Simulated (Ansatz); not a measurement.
Steps from a short run of molecular dynamics on a 2×2×2 supercell (16 atoms) of GaP (CsCl type), relaxed with r2SCAN; forces from r2SCAN in the PAW code Ansatz, 2×2×2 mesh, Fermi-Dirac smearing of 0.020 eV, a Langevin thermostat at fixed volume, set at 200 K. Spin polarisation is off, nuclei are classical, and the run is far too short for thermal averages. The structure comes from a prototype and may be hypothetical.

Cell vectors in Å:
```
6.3729 0.0000 0.0000
0.0000 6.3729 0.0000
0.0000 0.0000 6.3729
```

Task: At 6 fs the positions in Å are
```
Ga  -0.014   0.012   0.003
P    1.591   1.587   1.592
Ga   0.005  -0.008   3.183
P    1.575   1.614   4.785
Ga   0.007   3.174   0.002
P    1.609   4.786   1.594
Ga  -0.001   3.198   3.194
P    1.606   4.793   4.810
Ga   3.197  -0.020  -0.013
P    4.774   1.583   1.607
Ga   3.183   0.005   3.192
P    4.784   1.570   4.779
Ga   3.181   3.200  -0.012
P    4.776   4.784   1.574
Ga   3.187   3.188   3.195
P    4.779   4.776   4.764
```
What are the forces, and how far does the free energy (smearing included) lie above that of step 0, with the atoms on their sites?

Result: -0.1 meV an atom; forces in eV/Å:
```
Ga   0.035  -0.070  -0.031
P    0.034  -0.080  -0.071
Ga   0.001  -0.015   0.035
P    0.025  -0.007  -0.015
Ga  -0.054   0.074   0.002
P    0.007   0.022   0.064
Ga   0.001   0.008   0.001
P   -0.002   0.160   0.073
Ga  -0.028   0.077   0.007
P   -0.052  -0.013  -0.001
Ga   0.001  -0.023   0.008
P   -0.074  -0.104   0.107
Ga   0.054  -0.075   0.014
P    0.017   0.052  -0.124
Ga  -0.003   0.023  -0.009
P    0.036  -0.028  -0.061
```

Task: At 27 fs the positions in Å are
```
Ga  -0.046   0.046   0.043
P    1.572   1.588   1.601
Ga   0.002  -0.029   3.167
P    1.537   1.681   4.796
Ga   0.015   3.151   0.011
P    1.593   4.788   1.585
Ga  -0.002   3.227   3.221
P    1.604   4.830   4.928
Ga   3.231  -0.080  -0.050
P    4.759   1.546   1.650
Ga   3.170   0.036   3.208
P    4.791   1.462   4.771
Ga   3.153   3.239  -0.030
P    4.805   4.780   1.486
Ga   3.193   3.187   3.223
P    4.758   4.774   4.743
```
What are the forces, and how far does the free energy (smearing included) lie above that of step 0, with the atoms on their sites?

Result: -2.5 meV an atom; forces in eV/Å:
```
Ga   0.181  -0.162  -0.158
P   -0.020  -0.118  -0.237
Ga   0.014  -0.043   0.161
P   -0.027   0.160   0.010
Ga  -0.220   0.170   0.018
P    0.009   0.026   0.255
Ga  -0.022   0.003  -0.008
P   -0.283   0.523   0.199
Ga  -0.083   0.313   0.169
P   -0.079   0.016   0.001
Ga  -0.068  -0.146  -0.097
P    0.054  -0.240   0.457
Ga   0.164  -0.343   0.086
P    0.128   0.042  -0.405
Ga   0.023   0.127  -0.068
P    0.230  -0.328  -0.381
```

Task: At 39 fs the positions in Å are
```
Ga  -0.067   0.051   0.076
P    1.563   1.578   1.599
Ga  -0.012  -0.048   3.140
P    1.520   1.712   4.798
Ga   0.019   3.143   0.029
P    1.560   4.786   1.595
Ga  -0.003   3.241   3.231
P    1.570   4.868   4.980
Ga   3.245  -0.099  -0.072
P    4.749   1.530   1.661
Ga   3.161   0.049   3.218
P    4.769   1.391   4.778
Ga   3.149   3.253  -0.035
P    4.852   4.790   1.407
Ga   3.204   3.186   3.238
P    4.759   4.751   4.744
```
What are the forces, and how far does the free energy (smearing included) lie above that of step 0, with the atoms on their sites?

Result: -7.0 meV an atom; forces in eV/Å:
```
Ga   0.349  -0.063  -0.342
P    0.004  -0.152  -0.338
Ga   0.029   0.021   0.290
P   -0.101   0.308  -0.049
Ga  -0.199   0.102  -0.014
P    0.201  -0.082   0.343
Ga  -0.009  -0.072   0.014
P   -0.304   0.656   0.251
Ga  -0.192   0.354   0.265
P   -0.071   0.214   0.087
Ga  -0.177  -0.193  -0.192
P    0.155  -0.243   0.590
Ga   0.119  -0.400   0.106
P   -0.008   0.006  -0.341
Ga   0.017   0.152  -0.098
P    0.187  -0.608  -0.573
```

Task: At 48 fs the positions in Å are
```
Ga  -0.077   0.055   0.094
P    1.557   1.568   1.596
Ga  -0.019  -0.061   3.116
P    1.506   1.734   4.795
Ga   0.017   3.141   0.045
P    1.531   4.782   1.612
Ga  -0.012   3.252   3.238
P    1.552   4.915   5.019
Ga   3.258  -0.109  -0.079
P    4.741   1.523   1.662
Ga   3.155   0.051   3.228
P    4.751   1.339   4.801
Ga   3.144   3.254  -0.035
P    4.889   4.817   1.339
Ga   3.211   3.181   3.257
P    4.760   4.719   4.721
```
What are the forces, and how far does the free energy (smearing included) lie above that of step 0, with the atoms on their sites?

Result: -14.6 meV an atom; forces in eV/Å:
```
Ga   0.474   0.012  -0.533
P    0.008  -0.269  -0.347
Ga   0.009   0.035   0.406
P   -0.222   0.686  -0.158
Ga  -0.149   0.105  -0.082
P    0.416  -0.146   0.800
Ga   0.102  -0.126   0.051
P   -0.235   0.787   0.328
Ga  -0.201   0.230   0.294
P   -0.059   0.346   0.243
Ga  -0.268  -0.248  -0.239
P    0.195  -0.515   0.511
Ga   0.089  -0.305   0.087
P   -0.225  -0.059  -0.612
Ga  -0.083   0.191  -0.112
P    0.146  -0.725  -0.637
```

Task: At 51 fs the positions in Å are
```
Ga  -0.079   0.057   0.100
P    1.551   1.562   1.594
Ga  -0.022  -0.064   3.106
P    1.502   1.746   4.796
Ga   0.014   3.141   0.050
P    1.525   4.779   1.621
Ga  -0.018   3.254   3.240
P    1.551   4.934   5.034
Ga   3.263  -0.113  -0.079
P    4.735   1.521   1.664
Ga   3.152   0.050   3.230
P    4.745   1.320   4.812
Ga   3.142   3.252  -0.035
P    4.898   4.824   1.313
Ga   3.212   3.179   3.266
P    4.761   4.706   4.708
```
What are the forces, and how far does the free energy (smearing included) lie above that of step 0, with the atoms on their sites?

Result: -19.0 meV an atom; forces in eV/Å:
```
Ga   0.547   0.061  -0.597
P    0.013  -0.292  -0.372
Ga  -0.004   0.035   0.445
P   -0.256   0.751  -0.171
Ga  -0.116   0.091  -0.099
P    0.477  -0.212   0.851
Ga   0.136  -0.146   0.057
P   -0.211   0.821   0.321
Ga  -0.226   0.214   0.305
P   -0.070   0.405   0.284
Ga  -0.289  -0.261  -0.243
P    0.212  -0.509   0.513
Ga   0.070  -0.295   0.087
P   -0.303  -0.097  -0.573
Ga  -0.107   0.192  -0.130
P    0.126  -0.758  -0.677
```

Task: At 57 fs the positions in Å are
```
Ga  -0.084   0.064   0.106
P    1.538   1.551   1.588
Ga  -0.027  -0.070   3.091
P    1.494   1.777   4.801
Ga   0.008   3.142   0.060
P    1.521   4.771   1.646
Ga  -0.028   3.260   3.246
P    1.553   4.975   5.074
Ga   3.274  -0.122  -0.077
P    4.718   1.526   1.667
Ga   3.146   0.048   3.237
P    4.734   1.277   4.840
Ga   3.139   3.249  -0.033
P    4.915   4.839   1.258
Ga   3.214   3.178   3.285
P    4.757   4.671   4.677
```
What are the forces, and how far does the free energy (smearing included) lie above that of step 0, with the atoms on their sites?

Result: -30.5 meV an atom; forces in eV/Å:
```
Ga   0.714   0.176  -0.687
P   -0.011  -0.333  -0.429
Ga  -0.033   0.036   0.492
P   -0.307   0.852  -0.185
Ga  -0.038   0.041  -0.120
P    0.586  -0.374   0.946
Ga   0.214  -0.198   0.053
P   -0.190   0.864   0.243
Ga  -0.277   0.214   0.345
P   -0.103   0.524   0.360
Ga  -0.322  -0.276  -0.246
P    0.258  -0.416   0.494
Ga   0.029  -0.302   0.087
P   -0.430  -0.174  -0.412
Ga  -0.171   0.168  -0.187
P    0.082  -0.801  -0.755
```
